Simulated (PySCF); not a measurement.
How well do the runs reproduce experiment for 1,3-cyclohexadiene?

**What was measured.**

NIST CCCBDB Release 22 (SRD 101), experimental dipoles lists, for the gas: dipole moment 0.437 D.

The runs below try to reproduce these values; the comparison stands at the end.

1,3-cyclohexadiene, C6H8.
SMILES with atom numbers: `[CH:1]1=[CH:2][CH2:3][CH2:4][CH:5]=[CH:6]1` (hydrogens: H7 on C1; H8 on C2; H9, H10 on C3; H11, H12 on C4; H13 on C5; H14 on C6)

Geometry (GFN2-xTB, Å), atoms numbered from 1 in this order:
```xyz
14
C6H8 angstrom
C      0.9122    1.0934   -0.6292
C     -0.3934    1.2920   -0.4637
C     -1.2224    0.3253    0.3302
C     -0.6767   -1.0983    0.2135
C      0.8189   -1.1191    0.3370
C      1.5514   -0.0898   -0.0821
H      1.5277    1.8034   -1.1621
H     -0.8836    2.1784   -0.8384
H     -1.2021    0.6428    1.3808
H     -2.2632    0.3547    0.0035
H     -0.9429   -1.5162   -0.7659
H     -1.1325   -1.7361    0.9725
H      1.2753   -2.0209    0.7187
H      2.6306   -0.1098   -0.0371
```

Runs made with PySCF (gas phase, on this GFN2-xTB geometry; no spin–orbit coupling):

```json
{"level": "PBE0/pcSseg-1", "job": "shieldings, ring-centre shieldings, charges and field gradients", "basis functions": "142", "wall time": "13 s"}
```

Hardware: one thread of an Arm Neoverse V1, no GPU, shared host.

**Comparison with experiment**

**Dipole moment.** Measured: 0.437 D (NIST CCCBDB Release 22 (SRD 101), experimental dipoles).

```json
{"level": "PBE0/pcSseg-1", "computed (D)": "0.478", "computed − measured (D)": "+0.041", "% (from the printed values)": "+9"}
```

The computed dipoles belong to one fixed geometry; measured ones are averaged over vibrations unless marked μe. Magnitudes are compared, not signs.

The geometry is computed, not the measured one. Where a level misses, the cause wasn't examined.
